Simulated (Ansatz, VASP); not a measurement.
Two plane-wave programs on C

INCAR

```
SYSTEM = C
PREC = Accurate
ENCUT = 520
EDIFF = 1E-6
ISMEAR = 0
SIGMA = 0.05
LREAL = .FALSE.
LASPH = .TRUE.
NELM = 80
ALGO = Normal
ISIF = 2
LWAVE = .FALSE.
LCHARG = .FALSE.
GGA = PS
NBANDS = 11
```

The input KPOINTS:

```
Automatic mesh
0
G
  12 12 12
  0 0 0
```

Contents of POSCAR:

```
C
1.0
    0.0000000000      1.7834000000      1.6407280000
    1.7834000000      0.0000000000      1.6407280000
    1.7834000000      1.7834000000      0.0000000000
C
2
Direct
    0.5000000000      0.5000000000      0.5000000000
    0.7500000000      0.7500000000      0.7500000000
```

Input for Ansatz:

```yaml
crystal:
  lattice:
    - [0.0, 1.7834, 1.640728]
    - [1.7834, 0.0, 1.640728]
    - [1.7834, 1.7834, 0.0]
  atoms:
    - { symbol: C, position: [0.5, 0.5, 0.5] }
    - { symbol: C, position: [0.75, 0.75, 0.75] }
basis:
  ecutwfc: 420
kpoints:
  mp_grid: { grid: [12, 12, 12] }
hamiltonian:
  xc: pbesol
scf:
  occupations: { method: gaussian, width: 0.05 }
output:
  forces: true
  stress: true
  eigenvalues: true
```

Change from the starting cell: strain +0.000 along x and y, -0.080 along z, atoms carried along.

Alike in both runs: task single point; functional PBEsol; k mesh 12 × 12 × 12; occupations gaussian, width 0.05 eV; no spin polarisation.

|  | VASP | Ansatz |
| --- | --- | --- |
| version | VASP 6.6.1 | Ansatz 0.2.0 |
| potentials or method | VASP PAW PBE potentials, release 64 (C) | scalar-relativistic, plane waves, PAW |
| plane-wave cutoff (eV) | 520 | 420 |
| valence electrons in the cell | 8 | 8 |

VASP gave:

| Item | Value |
| --- | --- |
| gap on the k mesh at the Fermi level (eV) | 2.05 |
| least direct gap on the mesh (eV) | 4.33 |
| pressure (GPa) | 38.6 |
| largest component of the traceless stress (GPa) | 50.63 |

Question: Estimate Ansatz's values.

Answer: gap on the k mesh at the Fermi level (eV): 2.06; least direct gap on the mesh (eV): 4.33; pressure (GPa): 37.1; largest component of the traceless stress (GPa): 50.71.

With one functional, cell and mesh, what is left measures potentials, basis and numerics.

Caveats: so large a pressure means that the cell lies far from this level's equilibrium, or that cutoff or potentials fall short (VASP); the potentials were made for another functional, which shifts forces and pressure (VASP).
